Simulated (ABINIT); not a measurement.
Runs of ABINIT 10.8.3 (patched build) on PbS. It takes space group P-6m2 (No. 187, hexagonal). The conventional cell has a = 4.090 Å, b = 4.090 Å, c = 3.788 Å, α = 90.00°, β = 90.00°, γ = 120.00°. Pb (site symmetry -6m2) is surrounded by 6 S at 3.03 Å. S (site symmetry -6m2) has 6 Pb at 3.03 Å as nearest neighbours. Measurements of this composition are mostly on another form, of space group No. 225.

| level | pressure (GPa) |
| --- | --- |
| SCAN | (b) |
| r2SCAN | -1.0 |
| BLYP | 3.3 |
| PBEsol | -3.0 |
| AM05 | -2.4 |
| LDA | (a) |

Alike in all rows: task band structure; potentials or basis JTH PAW PBE v2.0; no spin polarisation; cell as given; k mesh 8 × 8 × 7; cutoff (eV) 707; smearing fermi-dirac 0.05 eV.

Fill in the values left out.

(a) -4.5; (b) -1.7.

Caveats: the PAW data sets were made with another functional, which shifts forces and pressure a little.
